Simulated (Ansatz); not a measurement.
A relaxation computed with Ansatz, from input to last step.

```yaml
crystal:
  lattice:
    - [3.0418569582, 0.0, 0.0]
    - [-1.5209284791, 2.6343254005, 0.0]
    - [0.0, 0.0, 3.4963227232]
  atoms:
    - { symbol: Mg, position: [0.0, 0.0, 0.0] }
    - { symbol: B, position: [0.3333333333, 0.6666666667, 0.5] }
    - { symbol: B, position: [0.6666666667, 0.3333333333, 0.5] }
basis:
  ecutwfc: 420
kpoints:
  mp_grid: { grid: [15, 15, 12] }
hamiltonian:
  xc: pbe
scf:
  occupations: { method: gaussian, width: 0.1 }
output:
  forces: true
  stress: true
  eigenvalues: true
relax:
  adjacent_minimum: "off"
  f_tol: 0.01
  max_steps: 30
  cell: { stress_tol: 0.1, fix: [volume] }
```

```bash
ansatz run input.yaml --threads 1 --pin off --max-ram 2560MiB --backend cpu --events-out ev --progress --plain --runs-dir out
```

Computed with DFT PBE, scalar-relativistic, plane waves, PAW in Ansatz 0.2.0.

The volume is held at 0.97 times that of the relaxed cell.

Of 4 frames 3 are shown, positions in Å and forces in eV/Å; the SCF threshold varies from step to step. Steps run on the plane waves of an earlier cell, with a Pulay correction in the pressure. The basis is chosen afresh for the last frame, the zero of the energies, and at times for earlier ones too; energy and pressure step there, also at an unchanged geometry.

```xyz
3
Lattice="3.0419 0.0000 0.0000 -1.5209 2.6343 0.0000 0.0000 0.0000 3.4963" Properties=species:S:1:pos:R:3:forces:R:3 pbc="T T T" step=1 free_energy_over_end_meV_per_atom=0.24 pressure_GPa=4.89
Mg    0.0000    0.0000    0.0000    0.0000    0.0000    0.0000
B     0.0000    1.7562    1.7482    0.0000    0.0000    0.0000
B     1.5209    0.8781    1.7482    0.0000    0.0000    0.0000
3
Lattice="3.0478 0.0000 0.0000 -1.5239 2.6395 0.0000 0.0000 0.0000 3.4826" Properties=species:S:1:pos:R:3:forces:R:3 pbc="T T T" step=2 free_energy_over_end_meV_per_atom=0.01 pressure_GPa=4.64
Mg    0.0000    0.0000    0.0000    0.0000    0.0000    0.0000
B     0.0000    1.7597    1.7413    0.0000    0.0000    0.0000
B     1.5239    0.8798    1.7413    0.0000    0.0000    0.0000
3
Lattice="3.0486 0.0000 0.0000 -1.5243 2.6402 0.0000 0.0000 0.0000 3.4809" Properties=species:S:1:pos:R:3:forces:R:3 pbc="T T T" step=4 free_energy_over_end_meV_per_atom=0.00 pressure_GPa=4.61
Mg    0.0000    0.0000    0.0000    0.0000    0.0000    0.0000
B     0.0000    1.7601    1.7404    0.0000    0.0000    0.0000
B     1.5243    0.8801    1.7404    0.0000    0.0000    0.0000
```

The run took 17 s on 1 thread of Arm Neoverse V1, with other jobs on the host, peak memory 0.34 GiB.